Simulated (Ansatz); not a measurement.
# PbS (Galena) (Fm-3m) in Ansatz: notebook

The runs below take PbS (Galena) through single point, equation of state, with r2SCAN+rVV10.

Program: Ansatz 0.2.0. These are calculated values, not measurements. Logs are shortened: lines on timing, memory, paths and dates and some standing lists are left out, and cuts for length are marked.

## Step 1: Starting point

The structure is cubic, space group Fm-3m (No. 225). Conventional cell: a = 5.931 Å, b = 5.931 Å, c = 5.931 Å, α = 90.00°, β = 90.00°, γ = 90.00°. Pb (site symmetry m-3m) has 6 S at 2.97 Å as nearest neighbours. S (site symmetry m-3m) is surrounded by 6 Pb at 2.97 Å.

## Step 2: Single point, r2SCAN+rVV10, 24.52 Å³/atom (volume scaled by 0.94)

Input file input.yaml:

```yaml
crystal:
  lattice:
    - [0.0, 2.9052075019, 2.9052075019]
    - [2.9052075019, 0.0, 2.9052075019]
    - [2.9052075019, 2.9052075019, 0.0]
  atoms:
    - { symbol: Pb, position: [0.0, 0.0, 0.0] }
    - { symbol: S, position: [0.5, 0.5, 0.5] }
hamiltonian:
  xc: r2scan
  pseudopotentials: { kind: paw }
  dispersion: rvv10
kpoints:
  mp_grid: { grid: [8, 8, 8] }
scf:
  occupations: { method: fermi_dirac, width: 0.05 }
output:
  forces: true
  stress: true
  eigenvalues: true
```

Potentials or basis: Ansatz PAW.

Command:

```console
ansatz run input.yaml --threads 2 --pin off --max-ram 5120MiB --backend cpu --events-out ev --progress --plain --runs-dir out
```

The program printed:

```text
Warning: RAYON_NUM_THREADS=2 ignored (pool sized by the plan → 2); use --threads N
Engine: ansatz 0.2.0, x86_64-unknown-linux-gnu
Pseudopotentials: kind: paw
Pseudopotential: Pb, paw, valence charge 14, recommended cutoff 500 eV (meta_gga), Pb.paw.azcp
Pseudopotential: S, paw, valence charge 6, recommended cutoff 500 eV (meta_gga), S.paw.azcp
Functional definition: r2SCAN+rVV10
  parameter k0 = 0.174
  parameter k1 = 0.065
  parameter a1 = 4.9479
  exchange = r2scan_x(k0 = k0, k1 = k1, a1 = a1)
  correlation = r2scan_c + rvv10(11.95, 0.0093)
Crystal: 2 atoms, lattice volume = 49.041 Å³
Basis set: ecut = 500 eV, 1243 PW (Γ), exchange–correlation on 144×144×144 points (64 copies of the dense FFT grid, shifted against one another)
Bands: 14, of which v1, the nominal top of the filled ones, is band 10 counted from 1 (9 counted from 0)
Symmetry: 48 space group operations
Space group: Fm-3m (ITA 225), of the structure as read, at distance tolerance 3.7e-5 Å
k-points: 29 of 512
Non-local potential: Pb, projectors of the file, l = 0: 2, l = 1: 2, l = 2: 2, l = 3: 2
Non-local potential: S, projectors of the file, l = 0: 2, l = 1: 2, l = 2: 2
PAW form: soft (Blöchl's): semilocal exchange-correlation on the pseudo side does not see the compensation charge
rVV10 density: all electrons in the spheres
PAW frozen core: Pb, regenerated for the run's functional (the file was generated under x = pbe(κ = 0.804, μ = 0.2195149727645171), c = pbe(β = 0.06672455060314922))
PAW frozen core: S, regenerated for the run's functional (the file was generated under x = pbe(κ = 0.804, μ = 0.2195149727645171), c = pbe(β = 0.06672455060314922))
PAW one-centre angular grid: Pb, 590 points (default); XC on 160 Gauss nodes
PAW one-centre angular grid: S, 302 points (default); XC on 160 Gauss nodes
Initial density: superposition of atomic densities (neutral atoms: chi_scale 0, normalization atom), corrected by the library's trained network
Initial wavefunctions: pseudopotential atomic-orbital guess
Functional: x = r2scan, c = r2scan + rvv10(b = 11.95, C = 0.0093); τ floored in thin density (d = 2e-4 eV/Å³)
SCF iter   1: F=—  HF=-12824.116672 eV  |F-HF|=—  |Δ(HF+E_count)|=         —  Δρ=6.14e-3  dr2=1.17e-2  dr2_τ=2.70e-3  ethr=1.77e-3  ⟨swp⟩=6.3  Hψ=2513  notcnv=0
preconditioner: auto → none  [insulator: Δε(μ)=0.263 eV  Ē_g=16.462 eV  σ=0.050 eV  W_gap=0.87  n_scr=14 (ndim 8)  ℏωp=23.7 eV  f_vac=0.000  D(μ)=0.04/eV (n_scr^D=0)  ε∞_Penn≈3.1]
SCF iter   2: F=—  HF=-12824.127645 eV  |F-HF|=—  |Δ(HF+E_count)|=   1.10e-2  Δρ=2.15e-3  dr2=2.46e-3  dr2_τ=1.57e-4  ethr=5.86e-5  ⟨swp⟩=2.0  Hψ=1044  notcnv=0
SCF iter   3: F=—  HF=-12824.127414 eV  |F-HF|=—  |Δ(HF+E_count)|=   2.31e-4  Δρ=1.02e-3  dr2=3.38e-4  dr2_τ=2.65e-5  ethr=1.23e-5  ⟨swp⟩=2.0  Hψ=506  notcnv=0
SCF iter   4: F=—  HF=-12824.127392 eV  |F-HF|=—  |Δ(HF+E_count)|=   2.23e-5  Δρ=2.38e-4  dr2=1.89e-5  dr2_τ=2.13e-6  ethr=1.69e-6  ⟨swp⟩=2.6  Hψ=570  notcnv=0
SCF iter   5: F=—  HF=-12824.127395 eV  |F-HF|=—  |Δ(HF+E_count)|=   2.66e-6  Δρ=5.17e-5  dr2=4.91e-7  dr2_τ=2.43e-8  ethr=9.43e-8  ⟨swp⟩=2.7  Hψ=658  notcnv=0
SCF iter   6: F=-12824.127395 eV  HF=-12824.127395 eV  |F-HF|=4.50e-8  |Δ(HF+E_count)|=   2.77e-7  Δρ=9.29e-6  dr2=7.88e-8  dr2_τ=2.81e-9  ethr=5.00e-10  ⟨swp⟩=6.8  Hψ=2120  notcnv=0
SCF 1 converged in 6 iterations: F = -12824.127395 eV  dr2 = 7.88e-8
SCF converged after 6 iterations
Free energy (F): -12824.127395 eV
Harris-Foulkes:  -12824.127395 eV  (|F-HF|=4.50e-8)
Internal energy: -12824.127098 eV  (E = F + TS)
E sigma→0 (E₀):  -12824.127247 eV
Entropy (-TS):   -0.000297 eV (-0.148 meV/atom)
Fermi energy:    9.598593 eV
--- Per-component energies (eV) ---
  E_band       = -50.901082
  E_kinetic    = 394.909587
  E_local      = -1176.769584  (includes V_loc(G=0)·N_el)
  E_nonlocal   = 379.194837
  E_hartree    = 460.845988
  E_xc         = -297.817643
  E_vxc        = -241.102442  (∫ρ·V_xc dr)
  E_paw        = -11040.452335  (= ΣΔE_a)
  E_vpaw       = -343.709891  (= ΣTr[D̂ρ^β])
  E_aug_tail   = 0.000011  (compensation charges beyond the density's cutoff)
  E_vtau       = 14.884019  (kinetic-family band-sum trace: ∫τ·v_τ [+ j·A + Jᵃ·Aᵃ] dr)
  E_ewald      = -1544.893695
  E_core_change = 0.855736  (= ΣΔE_core)
  E_smearing   = -0.000297  (= −TS)
  E_closure    = 0.000000  (closes the sum)
  Σ components = -12824.127395   (vs F -12824.127395, Δ=0.00e0)
--- Forces (eV/Å), atoms counted from 1 ---
  atom   1  Pb    -0.00000000     0.00000000     0.00000000
  atom   2  S      0.00000000    -0.00000000    -0.00000000
  max |Σ_I F_I| component: 2.43e-30 eV/Å
--- Stress (GPa, compression-positive) ---
        4.674118       0.000000      -0.000000
        0.000000       4.674118       0.000000
       -0.000000       0.000000       4.674118
  P = ⅓ Tr σ = 4.6741 GPa (46.741 kbar)
--- Band table (eV; the first three rows and the last of 29) ---
  k-point 0: bands = ["-8.2575", "-8.2575", "-8.2575", "-8.2397", "-8.2397", "-5.4997", "3.3775", "6.6532", "6.6532", "6.6532", "15.0732", "15.0732", "15.0732", "16.2192"]
  k-point 1: bands = ["-8.2569", "-8.2546", "-8.2546", "-8.2407", "-8.2407", "-5.3496", "2.7327", "6.7039", "6.7039", "7.1716", "13.6518", "14.1194", "14.1194", "16.2342"]
  k-point 2: bands = ["-8.2660", "-8.2660", "-8.2560", "-8.2244", "-8.2244", "-4.9308", "1.4874", "6.8460", "6.8460", "8.0622", "11.8904", "12.7394", "12.7394", "16.4462"]
  k-point 28: bands = ["-8.4140", "-8.2417", "-8.2373", "-8.2373", "-8.1800", "-3.4571", "0.9208", "4.1906", "4.1906", "8.0921", "11.7335", "14.2918", "14.2918", "18.0474"]
```

It took 2.5 s on 2 threads of INTEL XEON PLATINUM 8581C at 2.10GHz (Emerald Rapids), shared host; peak memory 0.6 GiB.

Results:

* Free energy: -12824.1274 eV
* Pressure: 4.7 GPa
* Band gap on the k mesh: 0.30 eV, direct

Caveat: spin-orbit coupling is left out, which as a rule narrows the gap of such compounds by several tenths of an eV; the PAW data sets come from PBE, with cores solved anew for the run's functional, which leaves a small shift of forces and pressure.

## Step 3: Single point, r2SCAN+rVV10, 25.04 Å³/atom (volume scaled by 0.96)

Changes to input.yaml since step 2:

```diff
@@ -2,5 +2,5 @@
   lattice:
-    - [0.0, 2.9052075019, 2.9052075019]
-    - [2.9052075019, 0.0, 2.9052075019]
-    - [2.9052075019, 2.9052075019, 0.0]
+    - [0.0, 2.9256673838, 2.9256673838]
+    - [2.9256673838, 0.0, 2.9256673838]
+    - [2.9256673838, 2.9256673838, 0.0]
   atoms:
```

Potentials or basis: Ansatz PAW.

Command:

```console
ansatz run input.yaml --threads 2 --pin off --max-ram 5120MiB --backend cpu --events-out ev --progress --plain --runs-dir out
```

Wall time 3 s (2 threads of INTEL XEON PLATINUM 8581C at 2.10GHz (Emerald Rapids), shared host); peak memory 0.6 GiB.

The run converged. Its results:

```
Free energy            : -12824.1525 eV
Pressure               : 3.1 GPa
Band gap on the k mesh : 0.40 eV, direct
```

Caveat: spin-orbit coupling is left out, which as a rule narrows the gap of such compounds by several tenths of an eV; the PAW data sets come from PBE, with cores solved anew for the run's functional, which leaves a small shift of forces and pressure.

## Step 4: Single point, r2SCAN+rVV10, 25.56 Å³/atom (volume scaled by 0.98)

Changes to input.yaml since step 3:

```diff
@@ -2,5 +2,5 @@
   lattice:
-    - [0.0, 2.9256673838, 2.9256673838]
-    - [2.9256673838, 0.0, 2.9256673838]
-    - [2.9256673838, 2.9256673838, 0.0]
+    - [0.0, 2.9458450378, 2.9458450378]
+    - [2.9458450378, 0.0, 2.9458450378]
+    - [2.9458450378, 2.9458450378, 0.0]
   atoms:
```

Command:

```console
ansatz run input.yaml --threads 2 --pin off --max-ram 5120MiB --backend cpu --events-out ev --progress --plain --runs-dir out
```

Wall time 2.7 s (2 threads of INTEL XEON PLATINUM 8581C at 2.10GHz (Emerald Rapids), shared host); peak memory 0.6 GiB.

The run converged. Its results:

| Quantity | Value |
| --- | --- |
| Free energy | -12824.1677 eV |
| Pressure | 1.6 GPa |
| Band gap on the k mesh | 0.48 eV, direct |

Caveat: spin-orbit coupling is left out, which as a rule narrows the gap of such compounds by several tenths of an eV; the PAW data sets come from PBE, with cores solved anew for the run's functional, which leaves a small shift of forces and pressure.

## Step 5: Single point, r2SCAN+rVV10, 26.09 Å³/atom

Changes to input.yaml since step 4:

```diff
@@ -2,5 +2,5 @@
   lattice:
-    - [0.0, 2.9458450378, 2.9458450378]
-    - [2.9458450378, 0.0, 2.9458450378]
-    - [2.9458450378, 2.9458450378, 0.0]
+    - [0.0, 2.96575, 2.96575]
+    - [2.96575, 0.0, 2.96575]
+    - [2.96575, 2.96575, 0.0]
   atoms:
```

Command:

```console
ansatz run input.yaml --threads 2 --pin off --max-ram 5120MiB --backend cpu --events-out ev --progress --plain --runs-dir out
```

Wall time 2.7 s (2 threads of INTEL XEON PLATINUM 8581C at 2.10GHz (Emerald Rapids), shared host); peak memory 0.6 GiB.

Results (log left out):

* Free energy: -12824.1739 eV
* Pressure: 0.3 GPa
* Band gap on the k mesh: 0.57 eV, direct

Caveat: spin-orbit coupling is left out, which as a rule narrows the gap of such compounds by several tenths of an eV; the PAW data sets come from PBE, with cores solved anew for the run's functional, which leaves a small shift of forces and pressure.

## Step 6: Single point, r2SCAN+rVV10, 26.61 Å³/atom (volume scaled by 1.02)

Changes to input.yaml since step 5:

```diff
@@ -2,5 +2,5 @@
   lattice:
-    - [0.0, 2.96575, 2.96575]
-    - [2.96575, 0.0, 2.96575]
-    - [2.96575, 2.96575, 0.0]
+    - [0.0, 2.9853913009, 2.9853913009]
+    - [2.9853913009, 0.0, 2.9853913009]
+    - [2.9853913009, 2.9853913009, 0.0]
   atoms:
```

Potentials or basis: Ansatz PAW.

Command:

```console
ansatz run input.yaml --threads 2 --pin off --max-ram 5120MiB --backend cpu --events-out ev --progress --plain --runs-dir out
```

Wall time 2.8 s (2 threads of INTEL XEON PLATINUM 8581C at 2.10GHz (Emerald Rapids), shared host); peak memory 0.6 GiB.

Results (log left out):

```yaml
Free_energy: -12824.1720 eV
Pressure: -0.9 GPa
Band_gap_on_the_k_mesh: 0.64 eV, direct
```

Caveat: spin-orbit coupling is left out, which as a rule narrows the gap of such compounds by several tenths of an eV; the PAW data sets come from PBE, with cores solved anew for the run's functional, which leaves a small shift of forces and pressure.

## Step 7: Single point, r2SCAN+rVV10, 27.13 Å³/atom (volume scaled by 1.04)

Changes to input.yaml since step 6:

```diff
@@ -2,5 +2,5 @@
   lattice:
-    - [0.0, 2.9853913009, 2.9853913009]
-    - [2.9853913009, 0.0, 2.9853913009]
-    - [2.9853913009, 2.9853913009, 0.0]
+    - [0.0, 3.0047775019, 3.0047775019]
+    - [3.0047775019, 0.0, 3.0047775019]
+    - [3.0047775019, 3.0047775019, 0.0]
   atoms:
@@ -20 +20,5 @@
   eigenvalues: true
+  write_density: true
+  write_potential: true
+  elf: true
+  volumetric_format: npy
```

Command:

```console
ansatz run input.yaml --threads 2 --pin off --max-ram 5120MiB --backend cpu --events-out ev --progress --plain --runs-dir out
```

Wall time 3.2 s (2 threads of INTEL XEON PLATINUM 8581C at 2.10GHz (Emerald Rapids), shared host); peak memory 0.61 GiB.

It converged, with:

* Free energy: -12824.1629 eV
* Pressure: -1.9 GPa
* Band gap on the k mesh: 0.71 eV, direct

Caveat: spin-orbit coupling is left out, which as a rule narrows the gap of such compounds by several tenths of an eV; the PAW data sets come from PBE, with cores solved anew for the run's functional, which leaves a small shift of forces and pressure.

## Step 8: Single point, r2SCAN+rVV10, 27.65 Å³/atom (volume scaled by 1.06)

Input file input.yaml:

```yaml
crystal:
  lattice:
    - [0.0, 3.0239167281, 3.0239167281]
    - [3.0239167281, 0.0, 3.0239167281]
    - [3.0239167281, 3.0239167281, 0.0]
  atoms:
    - { symbol: Pb, position: [0.0, 0.0, 0.0] }
    - { symbol: S, position: [0.5, 0.5, 0.5] }
hamiltonian:
  xc: r2scan
  pseudopotentials: { kind: paw }
  dispersion: rvv10
kpoints:
  mp_grid: { grid: [8, 8, 8] }
scf:
  occupations: { method: fermi_dirac, width: 0.05 }
output:
  forces: true
  stress: true
  eigenvalues: true
```

Command:

```console
ansatz run input.yaml --threads 2 --pin off --max-ram 5120MiB --backend cpu --events-out ev --progress --plain --runs-dir out
```

It took 2.6 s on 2 threads of INTEL XEON PLATINUM 8581C at 2.10GHz (Emerald Rapids), shared host; peak memory 0.61 GiB.

The run converged. Its results:

* Free energy: -12824.1472 eV
* Pressure: -2.9 GPa
* Band gap on the k mesh: 0.77 eV, direct

Caveat: spin-orbit coupling is left out, which as a rule narrows the gap of such compounds by several tenths of an eV; the PAW data sets come from PBE, with cores solved anew for the run's functional, which leaves a small shift of forces and pressure.

## Step 9: Equation of state, r2SCAN+rVV10

Potentials or basis: Ansatz PAW.

No new run: the results of the series are fitted here.

Results:

```yaml
Equilibrium_volume: 26.22 Å³/atom
Bulk_modulus: 61 GPa
Pressure_derivative_of_the_bulk_modulus: 4.2
```

Energy against volume, from the lowest point:
```csv
volume (Å³/atom),energy (meV/atom)
24.521,23.25
25.042,10.69
25.564,3.10
26.086,0.00
26.607,0.93
27.129,5.51
27.651,13.35
```

Caveat: the PAW data sets were made with another functional, which shifts forces and pressure a little. Zero-point motion and thermal expansion aren't in these numbers.
